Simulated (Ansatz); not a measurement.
Trends among crystals of one structure type (F-43m)

All 4 crystals share space group F-43m (No. 216) and the same kinds of sites, 2 atoms in the primitive cell. They are database entries and needn't be the stable phases. The set is a selection: crystals with an unstable lattice, a very soft shear in a metal or doubtful stress slopes were left out. Cells are relaxed by PAW under the functional.

Quantity: elastic moduli (Hill averages, relaxed ions; θ_D from sound speeds over directions). Level: LDA, all-electron LAPW in Ansatz 0.2.0, scalar-relativistic.

```json
{"crystal": "GaAs", "cell (conventional)": "a = 5.603 Å", "k mesh": "8×8×8", "smearing (eV)": "none", "B (GPa)": "74.5", "G (GPa)": "46.1", "C11 (GPa)": "117", "C44 (GPa)": "58.6", "ν": "0.244", "θ_D (K)": "340"}
{"crystal": "GaSb", "cell (conventional)": "a = 6.051 Å", "k mesh": "12×12×12", "smearing (eV)": "0.08", "B (GPa)": "55.3", "G (GPa)": "32.9", "C11 (GPa)": "86.3", "C44 (GPa)": "41.5", "ν": "0.252", "θ_D (K)": "260"}
{"crystal": "AgI", "cell (conventional)": "a = 6.348 Å", "k mesh": "8×8×8", "smearing (eV)": "none", "B (GPa)": "?", "G (GPa)": "?", "C11 (GPa)": "?", "C44 (GPa)": "?", "ν": "?", "θ_D (K)": "?"}
{"crystal": "BP", "cell (conventional)": "a = 4.491 Å", "k mesh": "10×10×10", "smearing (eV)": "none", "B (GPa)": "175", "G (GPa)": "169", "C11 (GPa)": "358", "C44 (GPa)": "194", "ν": "0.135", "θ_D (K)": "1077"}
```

Problem. What did the calculation give for AgI?

Solution. B = 41.5 GPa, G = 7.1 GPa, C11 = 46.5 GPa, C44 = 10.8 GPa, ν = 0.419, θ_D = 114 K.

Known limits: constants at zero field, no piezoelectric stiffening (GaAs, AgI, BP); the gap is closed or tiny at this level, so small that the run used smearing; responses move with mesh and smearing (GaSb).
